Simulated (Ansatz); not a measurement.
# TaN (Fm-3m): modes against biaxial strain in the (001) plane

Wanted: the shifts of the zone-centre modes of TaN (Fm-3m) with strain.

Program: Ansatz 0.2.0. Level of theory: DFT PBEsol, scalar-relativistic, plane waves, PAW; PAW set soft_1. Results are calculated unless marked as measured.

### Step 1. Starting point

Symmetry: Fm-3m, No. 225, cubic system. Conventional cell: a = 4.358 Å, b = 4.358 Å, c = 4.358 Å, α = 90.00°, β = 90.00°, γ = 90.00°. N has 6 Ta at 2.18 Å nearest. Ta has 6 N at 2.18 Å nearest. Farther neighbours and most contacts between anions are not listed.

### Step 2. Relaxation

The cell and atoms are relaxed, since residual forces and stress would shift the frequencies.

input.yaml reads:

```yaml
crystal:
  lattice:
    - [0.0, 2.179, 2.179]
    - [2.179, 0.0, 2.179]
    - [2.179, 2.179, 0.0]
  atoms:
    - { symbol: "N", position: [0.0, 0.0, 0.0] }
    - { symbol: Ta, position: [0.5, 0.5, 0.5] }
kpoints:
  mp_grid: { grid: [16, 16, 16] }
hamiltonian:
  xc: pbesol
  pseudopotentials: { kind: paw, azcp: { folder: soft_1 }, xc_functional: pbe }
scf:
  occupations: { method: gaussian, width: 0.1 }
output:
  forces: true
  stress: true
  eigenvalues: true
relax:
  adjacent_minimum: "off"
  f_tol: 0.005
  max_steps: 80
  cell: { stress_tol: 0.05 }
```

Started as:

```sh
ansatz run input.yaml --threads 4 --pin off --max-ram 10240MiB --backend cpu --events-out ev --progress --plain --runs-dir out
```

Numbers of over 12 decimals in the logs are rounded to 6 here.

The program printed:

```text
Engine: ansatz 0.2.0, x86_64-unknown-linux-gnu
Pseudopotentials: kind: paw
Pseudopotential: N, paw, valence charge 5, recommended cutoff 420 eV (normal), soft_1/N.paw.azcp
Pseudopotential: Ta, paw, valence charge 13, recommended cutoff 420 eV (normal), soft_1/Ta.paw.azcp
Functional definition: PBEsol
  exchange = pbesol_x
  correlation = pbesol_c
Crystal: 2 atoms, lattice volume = 20.692 Å³
Basis set: ecut = 420 eV, 411 PW (Γ), exchange–correlation on 48×48×48 points (8 copies of the dense FFT grid, shifted against one another)
Bands: 13, of which v1, the nominal top of the filled ones, is band 9 counted from 1 (8 counted from 0)
Symmetry: 48 space group operations
Space group: Fm-3m (ITA 225), of the structure as read, at distance tolerance 2.7e-5 Å
k-points: 145 of 4096
Non-local potential: N, projectors of the file, l = 0: 2, l = 1: 2, l = 2: 1
Non-local potential: Ta, projectors of the file, l = 0: 3, l = 1: 2, l = 2: 2, l = 3: 1
PAW form: soft (Blöchl's): semilocal exchange-correlation on the pseudo side does not see the compensation charge
PAW frozen core: N, regenerated for the run's functional, and the local potential with it (the file was generated under x = pbe(κ = 0.804, μ = 0.219515), c = pbe(β = 0.066725))
PAW frozen core: Ta, regenerated for the run's functional, and the local potential with it (the file was generated under x = pbe(κ = 0.804, μ = 0.219515), c = pbe(β = 0.066725))
PAW one-centre angular grid: N, 110 points (default); XC on 64 Gauss nodes
PAW one-centre angular grid: Ta, 590 points (default); XC on 64 Gauss nodes
Initial density: superposition of atomic densities (chi_scale 0.1, normalization cell, long waves kept (reshape's long-wave potential 0.00 eV rms))
Initial wavefunctions: pseudopotential atomic-orbital guess
Functional: x = pbesol(κ = 0.804, μ = 0.123457), c = pbesol(β = 0.046)
SCF iter   1: F=—  HF=-10188.073481 eV  |F-HF|=—  |Δ(HF+E_count)|=         —  Δρ=4.94e-2  dr2=5.00e-1  ethr=3.10e-3  ⟨swp⟩=5.1  Hψ=19793  notcnv=0
automatic band count: the SCF goes on with 17 bands, as 13 were too few: the levels above may hold too much charge
preconditioner: auto → none  [metal: Δε(μ)=0.012 eV  Ē_g=16.147 eV  σ=0.100 eV  W_gap=0.07  n_scr=8 (ndim 8)  ℏωp=25.8 eV  f_vac=0.000  D(μ)=1.01/eV (n_scr^D=14)  sad-step TF]
SCF iter   2: F=—  HF=-10188.044158 eV  |F-HF|=—  |Δ(HF+E_count)|=   2.93e-2  Δρ=3.53e-2  dr2=2.91e-1  ethr=2.78e-3  ⟨swp⟩=1.0  Hψ=3625  notcnv=0  defer=4
SCF iter   3: F=—  HF=-10187.978346 eV  |F-HF|=—  |Δ(HF+E_count)|=   6.58e-2  Δρ=3.03e-3  dr2=4.07e-4  ethr=1.61e-3  ⟨swp⟩=2.4  Hψ=3333  notcnv=0  defer=26
SCF iter   4: F=—  HF=-10187.978732 eV  |F-HF|=—  |Δ(HF+E_count)|=   3.86e-4  Δρ=5.72e-4  dr2=8.14e-5  ethr=2.26e-6  ⟨swp⟩=2.6  Hψ=4430  notcnv=0  defer=267
SCF iter   5: F=—  HF=-10187.978716 eV  |F-HF|=—  |Δ(HF+E_count)|=   1.61e-5  Δρ=4.25e-5  dr2=2.37e-7  ethr=4.52e-7  ⟨swp⟩=2.1  Hψ=2616  notcnv=0  defer=286
SCF iter   6: F=-10187.978716 eV  HF=-10187.978716 eV  |F-HF|=3.64e-9  |Δ(HF+E_count)|=   8.19e-8  Δρ=5.57e-6  dr2=4.76e-9  ethr=5.56e-10  ⟨swp⟩=8.2  Hψ=11317  notcnv=0
SCF 1 converged in 6 iterations: F = -10187.978716 eV  dr2 = 4.76e-9
  greatest PAW one-centre occupation: 0.999 electrons in one spin orbital (limit 2), on the Ta atom at site 1 (counted from 0), in its partial waves of l = 0
relax step   1: F+E_penalty+E_count = -10187.97871593 eV  Δ(F+E_penalty+E_count) = +0.000e0 eV  max|allowed force component| = 1.722e-29 eV/Å  Δτ_max = 0.0000 Å  P = +4.236 GPa  Ω = 20.692 Å³  (6 SCF iters, dr2 threshold 1.00e-7 eV, accepted)
Crystal: 2 atoms, lattice volume = 21.021 Å³
Bands: 17, of which v1, the nominal top of the filled ones, is band 9 counted from 1 (8 counted from 0)
Initial density: handed on by an earlier stage of this run
Initial wavefunctions: those handed on with the density
iter 1 solved again at ethr=8.97e-6 eV; its pass at ethr=3.10e-3 eV (dr2=1.61e-3 eV) is discarded
SCF iter   1: F=—  HF=-10187.981182 eV  |F-HF|=—  |Δ(HF+E_count)|=         —  Δρ=2.69e-3  dr2=1.54e-3  ethr=8.97e-6  ⟨swp⟩=1.0  Hψ=12263  notcnv=0
preconditioner: auto → none  [metal: Δε(μ)=0.013 eV  Ē_g=15.670 eV  σ=0.100 eV  W_gap=0.07  n_scr=8 (ndim 8)  ℏωp=25.6 eV  f_vac=0.000  D(μ)=1.13/eV (n_scr^D=14)]
SCF iter   2: F=—  HF=-10187.980849 eV  |F-HF|=—  |Δ(HF+E_count)|=   3.33e-4  Δρ=1.07e-3  dr2=2.79e-4  ethr=8.55e-6  ⟨swp⟩=1.0  Hψ=2465  notcnv=0
SCF iter   3: F=—  HF=-10187.980777 eV  |F-HF|=—  |Δ(HF+E_count)|=   7.15e-5  Δρ=1.23e-4  dr2=2.58e-6  ethr=1.55e-6  ⟨swp⟩=1.2  Hψ=2542  notcnv=0
SCF iter   4: F=—  HF=-10187.980776 eV  |F-HF|=—  |Δ(HF+E_count)|=   1.11e-6  Δρ=1.64e-5  dr2=4.74e-8  ethr=1.43e-8  ⟨swp⟩=1.1  Hψ=2510  notcnv=0
iter 5 did not close the SCF: its close was put off for the readings that it lacked (scf_convergence_deferred on its scf_iter line)
SCF iter   5: F=-10187.980776 eV  HF=-10187.980776 eV  |F-HF|=2.24e-10  |Δ(HF+E_count)|=   3.85e-9  Δρ=1.85e-6  dr2=4.60e-10  ethr=2.63e-10  ⟨swp⟩=2.3  Hψ=3018  notcnv=0
SCF iter   6: F=-10187.980776 eV  HF=-10187.980776 eV  |F-HF|=3.64e-12  |Δ(HF+E_count)|=  1.09e-11  Δρ=2.40e-7  dr2=8.72e-12  ethr=2.56e-12  ⟨swp⟩=1.2  Hψ=6295  notcnv=0
SCF 2 converged in 6 iterations: F = -10187.980776 eV  dr2 = 8.72e-12
relax step   2: F+E_penalty+E_count = -10187.98077632 eV  Δ(F+E_penalty+E_count) = -2.060e-3 eV  max|allowed force component| = 1.334e-29 eV/Å  Δτ_max = 0.0000 Å  P = -1.541 GPa  Ω = 21.021 Å³  energy of the carried Pulay correction = -6.216e-4 eV  (6 SCF iters, dr2 threshold 2.00e-7 eV, accepted)
Crystal: 2 atoms, lattice volume = 20.932 Å³
iter 1 solved again at ethr=6.14e-7 eV; its pass at ethr=3.10e-3 eV (dr2=1.11e-4 eV) is discarded
SCF iter   1: F=—  HF=-10187.981409 eV  |F-HF|=—  |Δ(HF+E_count)|=         —  Δρ=7.09e-4  dr2=1.06e-4  ethr=6.14e-7  ⟨swp⟩=1.0  Hψ=11429  notcnv=0
preconditioner: auto → none  [metal: Δε(μ)=0.016 eV  Ē_g=15.739 eV  σ=0.100 eV  W_gap=0.09  n_scr=8 (ndim 8)  ℏωp=25.7 eV  f_vac=0.000  D(μ)=1.13/eV (n_scr^D=14)]
SCF iter   2: F=—  HF=-10187.981384 eV  |F-HF|=—  |Δ(HF+E_count)|=   2.46e-5  Δρ=2.80e-4  dr2=1.91e-5  ethr=5.90e-7  ⟨swp⟩=1.0  Hψ=2465  notcnv=0
iter 3 did not close the SCF: its close was put off for the readings that it lacked (scf_convergence_deferred on its scf_iter line)
SCF iter   3: F=-10187.981379 eV  HF=-10187.981379 eV  |F-HF|=1.08e-7  |Δ(HF+E_count)|=   4.88e-6  Δρ=3.24e-5  dr2=1.79e-7  ethr=1.06e-7  ⟨swp⟩=1.2  Hψ=2544  notcnv=0
iter 4 did not close the SCF: its close was put off for the readings that it lacked (scf_convergence_deferred on its scf_iter line)
SCF iter   4: F=-10187.981379 eV  HF=-10187.981379 eV  |F-HF|=1.89e-9  |Δ(HF+E_count)|=   4.61e-8  Δρ=4.29e-6  dr2=3.19e-9  ethr=9.97e-10  ⟨swp⟩=1.1  Hψ=2506  notcnv=0
iter 5 did not close the SCF: its close was put off for the readings that it lacked (scf_convergence_deferred on its scf_iter line)
SCF iter   5: F=-10187.981379 eV  HF=-10187.981379 eV  |F-HF|=1.27e-11  |Δ(HF+E_count)|=  2.66e-10  Δρ=4.93e-7  dr2=3.24e-11  ethr=1.77e-11  ⟨swp⟩=2.3  Hψ=3059  notcnv=0
SCF iter   6: F=-10187.981379 eV  HF=-10187.981379 eV  |F-HF|=1.82e-12  |Δ(HF+E_count)|=  3.64e-12  Δρ=6.47e-8  dr2=6.25e-13  ethr=1.00e-12  ⟨swp⟩=1.0  Hψ=5510  notcnv=0
SCF 3 converged in 6 iterations: F = -10187.981379 eV  dr2 = 6.25e-13
relax step   3: F+E_penalty+E_count = -10187.98137930 eV  Δ(F+E_penalty+E_count) = -6.030e-4 eV  max|allowed force component| = 1.164e-29 eV/Å  Δτ_max = 0.0000 Å  P = -0.030 GPa  Ω = 20.932 Å³  energy of the carried Pulay correction = -4.549e-4 eV  (6 SCF iters, dr2 threshold 2.00e-7 eV, accepted)
Initial wavefunctions: pseudopotential atomic-orbital guess (no wavefunctions were taken with the density)
iter 1 solved again at ethr=2.37e-8 eV; its pass at ethr=3.10e-3 eV (dr2=4.26e-6 eV) is discarded
SCF iter   1: F=—  HF=-10187.981854 eV  |F-HF|=—  |Δ(HF+E_count)|=         —  Δρ=5.33e-5  dr2=8.75e-8  ethr=2.37e-8  ⟨swp⟩=3.0  Hψ=17260  notcnv=0
preconditioner: auto → none  [metal: Δε(μ)=0.015 eV  Ē_g=15.736 eV  σ=0.100 eV  W_gap=0.09  n_scr=8 (ndim 8)  ℏωp=25.7 eV  f_vac=0.000  D(μ)=1.12/eV (n_scr^D=14)]
SCF iter   2: F=—  HF=-10187.981853 eV  |F-HF|=—  |Δ(HF+E_count)|=   6.30e-7  Δρ=2.54e-5  dr2=1.60e-8  ethr=4.86e-10  ⟨swp⟩=2.1  Hψ=3234  notcnv=0
SCF iter   3: F=—  HF=-10187.981853 eV  |F-HF|=—  |Δ(HF+E_count)|=   2.00e-8  Δρ=2.21e-6  dr2=1.87e-10  ethr=8.91e-11  ⟨swp⟩=2.0  Hψ=3065  notcnv=0
iter 4 did not close the SCF: its close was put off for the readings that it lacked (scf_convergence_deferred on its scf_iter line)
SCF iter   4: F=-10187.981853 eV  HF=-10187.981853 eV  |F-HF|=0.00e0  |Δ(HF+E_count)|=  2.18e-10  Δρ=8.86e-8  dr2=1.03e-12  ethr=1.04e-12  ⟨swp⟩=2.1  Hψ=3758  notcnv=0
iter 5 did not close the SCF: its close was put off for the readings that it lacked (scf_convergence_deferred on its scf_iter line)
SCF iter   5: F=-10187.981853 eV  HF=-10187.981853 eV  |F-HF|=7.28e-12  |Δ(HF+E_count)|=  9.09e-12  Δρ=2.19e-8  dr2=4.33e-14  ethr=1.00e-12  ⟨swp⟩=1.0  Hψ=2465  notcnv=0
iter 6 did not close the SCF: its close was put off for the readings that it lacked (scf_convergence_deferred on its scf_iter line)
SCF iter   6: F=-10187.981853 eV  HF=-10187.981853 eV  |F-HF|=1.82e-12  |Δ(HF+E_count)|=  7.28e-12  Δρ=1.88e-9  dr2=6.16e-16  ethr=1.00e-12  ⟨swp⟩=1.0  Hψ=2465  notcnv=0
iter 7 did not close the SCF: its close was put off for the readings that it lacked (scf_convergence_deferred on its scf_iter line)
SCF iter   7: F=-10187.981853 eV  HF=-10187.981853 eV  |F-HF|=1.82e-12  |Δ(HF+E_count)|=    0.00e0  Δρ=2.62e-10  dr2=5.45e-18  ethr=1.00e-12  ⟨swp⟩=1.0  Hψ=2465  notcnv=0
SCF iter   8: F=-10187.981853 eV  HF=-10187.981853 eV  |F-HF|=1.82e-12  |Δ(HF+E_count)|=  3.64e-12  Δρ=5.46e-11  dr2=6.42e-19  ethr=1.00e-12  ⟨swp⟩=1.0  Hψ=5517  notcnv=0
SCF 4 converged in 8 iterations: F = -10187.981853 eV  dr2 = 6.42e-19
relax step   4: F+E_penalty+E_count = -10187.98185303 eV  Δ(F+E_penalty+E_count) = -4.737e-4 eV  max|allowed force component| = 7.593e-30 eV/Å  Δτ_max = 0.0000 Å  P = +0.008 GPa  Ω = 20.932 Å³  stress off target by 8.24e-3 GPa  SCF on the basis re-selected at this cell (its energy is not comparable with the rows above)  (8 SCF iters)
basis re-selected at this cell: Δ(F+E_penalty+E_count) = -4.737e-4 eV, ΔP = +0.038 GPa vs the last step (what re-selecting the basis moved, of the pressure what is left beyond the Pulay correction that the steps carried, after the strain that the cell walked since its last selection, with what the two solves' SCF thresholds leave and, on support functions, any second-order correction that the steps lacked; it is no m [...]
SCF converged after 8 iterations
Free energy (F): -10187.981853 eV
Harris-Foulkes:  -10187.981853 eV  (|F-HF|=1.82e-12)
Internal energy: -10187.976229 eV  (E = F + TS)
E sigma→0 (E₀):  -10187.979041 eV
Entropy (-TS):   -0.005624 eV (-2.812 meV/atom)
Fermi energy:    21.773636 eV
--- Per-component energies (eV) ---
  E_band       = -42.609839
  E_kinetic    = 525.707574
  E_local      = -559.869511  (includes V_loc(G=0)·N_el)
  E_nonlocal   = 26.490578
  E_hartree    = 200.550699
  E_xc         = -379.388000
  E_vxc        = -310.726173  (∫ρ·V_xc dr)
  E_paw        = -8304.726671  (= ΣΔE_a)
  E_vpaw       = -125.314594  (= ΣTr[D̂ρ^β])
  E_aug_tail   = 0.000890  (compensation charges beyond the density's cutoff)
  E_ewald      = -1696.983598
  E_core_change = 0.241812  (= ΣΔE_core)
  E_smearing   = -0.005624  (= −TS)
  E_closure    = 0.000000  (closes the sum)
  Σ components = -10187.981853   (vs F -10187.981853, Δ=0.00e0)
--- Forces (eV/Å), atoms counted from 1 ---
  atom   1  N     -0.00000000     0.00000000    -0.00000000
  atom   2  Ta     0.00000000     0.00000000    -0.00000000
  max |Σ_I F_I| component: 1.43e-29 eV/Å
--- Stress (GPa, compression-positive) ---
        0.008238      -0.000000      -0.000000
       -0.000000       0.008238      -0.000000
       -0.000000      -0.000000       0.008238
  P = ⅓ Tr σ = 0.0082 GPa (0.082 kbar)
--- Band table (eV; the first three rows and the last of 145) ---
  k-point 0: bands = [... 5 lower, 17.9266, 17.9266, 17.9266, 19.6248, 19.6248, 19.6248, 21.8338, 21.8338, ... 4 higher]
  k-point 1: bands = [... 5 lower, 17.4075, 17.5759, 17.5759, 19.7867, 19.7867, 19.8588, 22.2368, 22.2368, ... 4 higher]
  k-point 2: bands = [... 5 lower, 16.3580, 16.8532, 16.8532, 20.1626, 20.1626, 20.2033, 23.2145, 23.2145, ... 4 higher]
  k-point 144: bands = [... 5 lower, 14.2218, 14.9458, 14.9458, 21.5924, 21.5924, 25.4774, 26.0133, 26.4137, ... 4 higher]
--- Relaxed structure (3 steps of the walk, 3 accepted, 1 SCFs on fresh bases) ---
  F+E_penalty+E_count = -10187.98185303 eV   max|allowed force component| = 7.593e-30 eV/Å   (the final SCF, on the basis selected at the relaxed cell)
  cell:  # Å, volume = 20.9320 Å³
    - [0, 2.187394, 2.187394]
    - [2.187394, 0, 2.187394]
    - [2.187394, 2.187394, 0]
  atoms:
    - { symbol: N, position: [0, 0, 0] }
    - { symbol: Ta, position: [0.5, 0.5, 0.5] }
```

Elapsed: 2.6 s, on 4 threads of Intel Xeon Platinum 8488C (Sapphire Rapids), shared host; peak memory 0.54 GiB; 8.9 s of CPU time.

Relaxation path:

```csv
step,energy less that of the first step (eV),largest force component (eV/Å),pressure (GPa),volume (Å³)
1,0.0000,0.0000,4.24,20.69
2,-0.0021,0.0000,-1.54,21.02
3,-0.0027,0.0000,-0.03,20.93
4*,-0.0031,0.0000,0.01,20.93
```

Relaxation steps marked * repeat the geometry before them on a plane-wave basis chosen anew for their cell, so energy and pressure can jump there.

The run keeps the 48 symmetry operations that it works with, so distortions that break them were not tested.

```csv
"conventional cell, symmetrised",before,after,change
a (Å),4.358,4.375,+0.4 %
b (Å),4.358,4.375,+0.4 %
c (Å),4.358,4.375,+0.4 %
volume (Å³/atom),10.35,10.47,+1.2 %
```

The relaxed structure:

```xyz
2
Lattice="0.0000 2.1874 2.1874 2.1874 0.0000 2.1874 2.1874 2.1874 0.0000" Properties=species:S:1:pos:R:3 pbc="T T T"
N     0.0000    0.0000    0.0000
Ta    2.1874    2.1874    2.1874
```

This step gave:

```
pressure          : 0.008238 GPa
volume per atom   : 10.47 Å³
gap on the k-mesh : 0 eV
```

In this step the volume went from 10.35 to 10.47 Å³/atom.

### Step 3. Tight relaxation

Phonons need small forces and stress, so the relaxation is finished with tight tolerances on 16×16×16 k points.

input.yaml, the sections that differ from step 2:

```yaml
crystal:
  lattice:
    - [0.0, 2.1873937245, 2.1873937245]
    - [2.1873937245, 0.0, 2.1873937245]
    - [2.1873937245, 2.1873937245, 0.0]
  atoms:
    - { symbol: "N", position: [0.0, 0.0, 0.0] }
    - { symbol: Ta, position: [0.5, 0.5, 0.5] }
scf:
  occupations: { method: methfessel_paxton, width: 0.2 }
relax:
  adjacent_minimum: "off"
  f_tol: 0.001
  max_steps: 60
  cell: { stress_tol: 0.01 }
# kpoints, hamiltonian, output: as in step 2
```

The program printed:

```text
[...]
Crystal: 2 atoms, lattice volume = 20.932 Å³
Basis set: ecut = 420 eV, 411 PW (Γ), exchange–correlation on 48×48×48 points (8 copies of the dense FFT grid, shifted against one another)
Bands: 13, of which v1, the nominal top of the filled ones, is band 9 counted from 1 (8 counted from 0)
Symmetry: 48 space group operations
[...]
k-points: 145 of 4096
[...]
k-point 144: bands = [... 5 lower, 14.2220, 14.9459, 14.9459, 21.5923, 21.5923, 25.4771, 26.0131, 26.4135, ... 4 higher]
--- Relaxed structure (1 steps of the walk, 1 accepted, 1 SCFs on fresh bases) ---
[...]
cell:  # Å, volume = 20.9320 Å³
    - [0.0, 2.1873937245, 2.1873937245]
    - [2.1873937245, 0.0, 2.1873937245]
    - [2.1873937245, 2.1873937245, 0.0]
  atoms:
    - { symbol: N, position: [0.0, 0.0, 0.0] }
    - { symbol: Ta, position: [0.5, 0.5, 0.5] }
[key lines of the parts left out:]
SCF converged after 4 iterations
Free energy (F): -10187.980118 eV
Fermi energy:    21.773464 eV
P = ⅓ Tr σ = -0.0029 GPa (-0.029 kbar)
```

The job ended after 1.5 s (4 threads; peak memory 0.5 GiB; 4.8 s of CPU time).

Little changed from the start: no atom moved by 0.005 Å and no cell edge by 0.1 %.

Numbers from this step:

```
pressure : -0.002937 GPa
```

The forces vanish by symmetry and the pressure is -0.003 GPa, within the tolerances set. The cell now holds 10.47 Å³/atom.

### Step 4. Modes at rest

Phonons follow from the second derivative of the energy, found here by linear response.

The modes at rest are the reference of the series.

Edit input.yaml of step 3 so:

```diff
@@ -16,9 +16,4 @@
 output:
-  forces: true
-  stress: true
   eigenvalues: true
-relax:
-  adjacent_minimum: "off"
-  f_tol: 0.001
-  max_steps: 60
-  cell: { stress_tol: 0.01 }
+phonons:
+  method: dfpt
```

The program printed:

```text
[...]
Crystal: 2 atoms, lattice volume = 20.932 Å³
Basis set: ecut = 420 eV, 411 PW (Γ), exchange–correlation on 48×48×48 points (8 copies of the dense FFT grid, shifted against one another)
Bands: 13, of which v1, the nominal top of the filled ones, is band 9 counted from 1 (8 counted from 0)
Symmetry: 48 space group operations
k-points: 349 of 4096 (irreducible under 8 space group operations, time reversal used)
[...]
SCF iter   1: F=—  HF=-10188.068903 eV  |F-HF|=—  |Δ(HF+E_count)|=         —  Δρ=4.82e-2  dr2=4.77e-1  ethr=3.10e-3  ⟨swp⟩=5.1  Hψ=48320  notcnv=0
[...]
SCF iter   8: F=-10187.980118 eV  HF=-10187.980118 eV  |F-HF|=5.46e-12  |Δ(HF+E_count)|=  5.46e-11  S|Δr|=    0.00e0  Δρ=7.19e-8  dr2=4.76e-13  ethr=1.00e-12  ⟨swp⟩=9.4  Hψ=26677  notcnv=0
SCF 1 converged in 8 iterations: F = -10187.980118 eV  dr2 = 4.76e-13
[...]
DFPT response loops at Γ: preconditioner auto → Kerker (q_TF=auto, 2.661 Å⁻¹) (partly filled bands, converged f_vac=0.000); β = 1.00, the filter's whole step (`scf.mixing.beta` (0.50) is not read by the response loops under this deck's `scf.mixing.preconditioner`; to damp them name `kerker` or `kerker_dos`, under which they read `scf.mixing.beta`, and type it under 1.00, their step now; both keys bind the ground state too); Broyden in place of MSR1
SCF converged after 8 iterations
[...]
Free energy (F): -10187.980118 eV
[...]
Internal energy: -10187.977690 eV  (E = F + TS)
E sigma→0 (E₀):  -10187.979511 eV
Entropy (-TS):   -0.002428 eV (-1.214 meV/atom)
Fermi energy:    21.773464 eV
[...]
--- Band table (eV; the first three rows and the last of 349) ---
  k-point 0: bands = [... 5 lower, 17.9269, 17.9269, 17.9269, 19.6247, 19.6247, 19.6247, 21.8336, 21.8336, ... 4 higher]
  k-point 1: bands = [... 5 lower, 17.4077, 17.5761, 17.5761, 19.7866, 19.7866, 19.8586, 22.2366, 22.2366, ... 4 higher]
  k-point 2: bands = [... 5 lower, 16.3582, 16.8533, 16.8533, 20.1624, 20.1624, 20.2032, 23.2144, 23.2144, ... 4 higher]
  k-point 348: bands = [... 5 lower, 14.2220, 14.9459, 14.9459, 21.5923, 21.5923, 25.4771, 26.0131, 26.4135, ... 4 higher]
--- Phonons (Γ-DFPT): 2 representative perturbations + reference, on 349 of 4096 k-points (Σ response iterations 6) ---
  k mesh reduced under 8 symmetry operations, with k and −k counted as one. Each operation leaves every solved perturbation unchanged. A smaller set is not used because it would not reduce the number of displacements times k-points to solve
  ASR residual: 3.982e-5 → 0.000e0 eV/Å²; symmetrization residual: 5.531e-7 eV/Å²
  ASR residual per site (eV/Å²): 1.54e-5 3.98e-5
  Γ frequencies (cm⁻¹): 0.00 0.00 0.00 407.61 407.61 407.61
  non-analytic LO–TO correction: not included (Born effective charges unavailable; polar crystals: no LO–TO splitting at Γ)
```

Elapsed: 6.2 s, on 4 threads; peak memory 0.74 GiB; 22 s of CPU time.

Reading the cycles: dr2 is the Hartree energy of the density residual (eV), the measure of convergence; HF is the Harris–Foulkes estimate of the energy, which meets the free energy F at convergence.

This step gave:

```
sum-rule residual before enforcement                    : 3.98e-5 eV/Å²
point group                                             : m-3m
highest optical mode at the zone centre (no LO-TO term) : 407.6 cm⁻¹
lowest optical zone-centre mode                         : 407.6 cm⁻¹
```

Patterns of degenerate modes are one choice out of their space. Modes at Γ, with each element's share of the kinetic energy:

```csv
mode,frequency (cm⁻¹),symmetry,N %,Ta %
1,0.0,acoustic,7,93
2,0.0,acoustic,7,93
3,0.0,acoustic,7,93
4,407.6,T1u,93,7
5,407.6,T1u,93,7
6,407.6,T1u,93,7
```

Displacements in mode 5 (407.6 cm⁻¹), the largest set to 1:
```
N1   0.00  1.00  0.00
Ta2  0.00 -0.08  0.00
```

Before it was imposed, the acoustic sum rule was missed by 4.0e-5 eV/Å². Small misses are needed for a sound result but don't prove that mesh and cutoff are converged. The lowest optical mode is real, 408 cm⁻¹.

[end of part 1 of 2]

[Logs are printed without paths, hosts, clocks, repeated set-up lines and the standing remarks that a program may print on its own settings, such as how far it seeks lower states.]

[Hosts, paths, dates, database ids (printed as entryN), source tags and the programs' standing remarks are cut or masked in the printed files.]
